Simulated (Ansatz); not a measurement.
WC: relaxed-ion elastic tensor

Computed with DFT PBE, scalar-relativistic, plane waves, PAW (Ansatz 0.2.0). Settings: 420 eV plane-wave cutoff, Γ-centred 18×18×16 mesh, Gaussian smearing of 0.10 eV. No spin polarisation.

The cell, relaxed at this level:
```xyz
2
Lattice="2.9217 0.0000 0.0000 -1.4609 2.5303 0.0000 0.0000 0.0000 2.8472" Properties=species:S:1:pos:R:3 pbc="T T T"
W     0.0000    0.0000    0.0000
C     0.0000    1.6869    1.4236
```

The cell has the tungsten carbide type, in a space group that the part of the Crystallography Open Database at hand lists for this formula; it was reached from a generator's guess. In a metal, frequencies and elastic constants depend on the k mesh and the smearing, soft modes and shear constants most. Spin–orbit coupling is left out, which matters for heavy elements.

(1) Give the relaxed-ion elastic constants (GPa, Voigt order xx yy zz yz xz xy, on the Cartesian axes of the cell above).

(2) Is the crystal stable against homogeneous strain?

(3) And the moduli of a polycrystal (Hill averages)?

Results:

(1)
C11 = 700.0, C12 = 227.4, C13 = 168.9, C22 = 700.0, C23 = 168.9, C33 = 944.1, C44 = 301.3, C55 = 301.3, C66 = 236.3 GPa; the others vanish.

(2) Yes: the least eigenvalue of the tensor is 236.3 GPa.

(3) B = 384 GPa, G = 283 GPa, E = 681 GPa, ν = 0.20.
